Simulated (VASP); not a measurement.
VASP 6.6.1 run: CdTe

INCAR

```
LWAVE = .FALSE.
PREC = Accurate
NELM = 83
EDIFF = 1E-7
GGA = PE
IBRION = -1
SIGMA = 0.02
LCHARG = .FALSE.
LASPH = .TRUE.
NBANDS = 16
ENCUT = 520
NELECT = 17
NSW = 0
ISIF = 2
LREAL = .TRUE.
ISMEAR = -1
```

KPOINTS

```
KPOINTS created by Atomic Simulation Environment
0
Gamma
6 6 6
0 0 0
```

POSCAR

```
Cd Te
 1.0000000000000000
     0.0000000000000000    3.3783537696999999    3.3783537696999999
     3.3783537696999999    0.0000000000000000    3.3783537696999999
     3.3783537696999999    3.3783537696999999    0.0000000000000000
 Cd  Te
   1   1
Cartesian
  0.0000000000000000  0.0000000000000000  0.0000000000000000
  1.6891768848500004  1.6891768848500004  1.6891768848500004
```

The recommended PBE PAW datasets give the neutral cell 18 valence electrons.

Command

```
mpirun -np 1 vasp_std
```

OSZICAR

```
N       E                     dE             d eps       ncg     rms          rms(c)
DAV:   1     0.902098930722E+02    0.90210E+02   -0.71513E+03   512   0.861E+02
DAV:   2    -0.204775197779E+01   -0.92258E+02   -0.86353E+02   624   0.217E+02
DAV:   3    -0.548762533635E+01   -0.34399E+01   -0.34317E+01   632   0.440E+01
DAV:   4    -0.552332968891E+01   -0.35704E-01   -0.35701E-01   776   0.374E+00
DAV:   5    -0.552342730582E+01   -0.97617E-04   -0.97617E-04   664   0.187E-01    0.357E+00
DAV:   6    -0.544067594518E+01    0.82751E-01   -0.68949E-01   560   0.756E+00    0.321E+00
DAV:   7    -0.544320755174E+01   -0.25316E-02   -0.35645E-02   600   0.166E+00    0.157E+00
DAV:   8    -0.544336308463E+01   -0.15553E-03   -0.73675E-03   544   0.799E-01    0.192E-01
DAV:   9    -0.544500582520E+01   -0.16427E-02   -0.15538E-03   544   0.261E-01    0.167E-01
DAV:  10    -0.544512502350E+01   -0.11920E-03   -0.11075E-04   656   0.664E-02    0.713E-02
DAV:  11    -0.544517405569E+01   -0.49032E-04   -0.26716E-05   560   0.294E-02    0.225E-02
DAV:  12    -0.544519297096E+01   -0.18915E-04   -0.27166E-05   560   0.272E-02    0.998E-03
DAV:  13    -0.544519311194E+01   -0.14098E-06   -0.40467E-07   592   0.291E-03    0.453E-03
DAV:  14    -0.544519324295E+01   -0.13101E-06   -0.34723E-07   592   0.288E-03    0.108E-03
DAV:  15    -0.544519328534E+01   -0.42391E-07   -0.23165E-08   456   0.832E-04
   1 F= -.54451933E+01 E0= -.54428295E+01  d E =-.472762E-02
```

From OUTCAR

```
k-points           NKPTS =     16   k-points in BZ     NKDIM =     16   number of bands    NBANDS=     16

   NELECT =      17.0000    total number of electrons

   dimension x,y,z NGX =    36 NGY =   36 NGZ =   36
   dimension x,y,z NGXF=    72 NGYF=   72 NGZF=   72

  energy-cutoff  :      520.00
  volume of cell :       77.12
      direct lattice vectors                 reciprocal lattice vectors
     0.000000000  3.378353770  3.378353770    -0.148001078  0.148001078  0.148001078
     3.378353770  0.000000000  3.378353770     0.148001078 -0.148001078  0.148001078
     3.378353770  3.378353770  0.000000000     0.148001078  0.148001078 -0.148001078

 k-points in reciprocal lattice and weights: KPOINTS created by Atomic Simulation Env
   0.00000000  0.00000000  0.00000000       0.005
   0.16666667  0.00000000  0.00000000       0.037
   0.33333333  0.00000000  0.00000000       0.037
   0.50000000  0.00000000  0.00000000       0.019
   0.16666667  0.16666667  0.00000000       0.028
   0.33333333  0.16666667  0.00000000       0.111
   0.50000000  0.16666667  0.00000000       0.111
  -0.33333333  0.16666667  0.00000000       0.111
   ...

 E-fermi :   0.2140

 k-point     1 :       0.0000    0.0000    0.0000
  band No.  band energies     occupation
      1      -9.7242      2.00000
      2      -6.7080      2.00000
      3      -6.7080      2.00000
      4      -6.7080      2.00000
      5      -6.5074      2.00000
      6      -6.5074      2.00000
      7       0.9111      0.00000
      8       0.9111      0.00000
      9       0.9111      0.00000
     10       1.7900      0.00000
     11       6.1484      0.00000
     12       6.1484      0.00000
     13       6.1484      0.00000
     14       9.1567      0.00000
     15      10.5644      0.00000
     16      10.5644      0.00000

 k-point     2 :       0.1667    0.0000    0.0000
  band No.  band energies     occupation
      1      -9.6617      2.00000
      2      -6.6953      2.00000
      3      -6.6953      2.00000
      4      -6.6383      2.00000
      5      -6.5079      2.00000
      6      -6.5079      2.00000
      7      -0.4550      2.00000
      8       0.7595      0.00000
      9       0.7595      0.00000
     10       2.8056      0.00000
     11       6.1795      0.00000
     12       6.4190      0.00000
     13       6.4190      0.00000
     14       9.9865      0.00000
     15       9.9865      0.00000
     16      10.0878      0.00000

 k-point     3 :       0.3333    0.0000    0.0000
  band No.  band energies     occupation
      1      -9.5366      2.00000
      2      -6.6725      2.00000
      3      -6.6725      2.00000
      4      -6.5059      2.00000
      5      -6.5059      2.00000
      6      -6.4414      2.00000
      7      -1.8953      2.00000
      8       0.4912      0.00000
      9       0.4912      0.00000
     10       3.1365      0.00000
     11       6.7249      0.00000
     12       6.7249      0.00000
     13       7.3616      0.00000
     14      10.0090      0.00000
     15      10.2737      0.00000
     16      10.2737      0.00000

 ...

  Total       -7.6420740     -7.6420740     -7.6420740     -0.0000000      0.0000000     -0.0000000
  in kB     -158.7729253   -158.7729253   -158.7729253     -0.0000000      0.0000000     -0.0000000
  external PRESSURE =    -158.7729253 kB  Pullay stress =       0.0000000 kB

 POSITION                                       TOTAL-FORCE (eV/Angst)
 -----------------------------------------------------------------------------------
      0.00000      0.00000      0.00000        -0.000000     -0.000000     -0.000000
      1.68918      1.68918      1.68918         0.000000      0.000000      0.000000
 -----------------------------------------------------------------------------------
    total drift:                               -0.000000     -0.000000     -0.000000

  FREE ENERGIE OF THE ION-ELECTRON SYSTEM (eV)
  ---------------------------------------------------
  free  energy   TOTEN  =        -5.4451932853 eV

  energy  without entropy=       -5.4404656663  energy(sigma->0) =       -5.44282948
```

It converged. Results: pressure -15.9 GPa.

The cell is charged and sits in a uniform background.

For comparison, a separate PBE run of the intended cell, on usual settings and not on those above, gives a gap of 0.40 eV on its mesh and a pressure of -1.8 GPa.

The run above took about 32 s on one core of a shared host (Intel Xeon Platinum 8488C) and held 0.21 GiB at most.
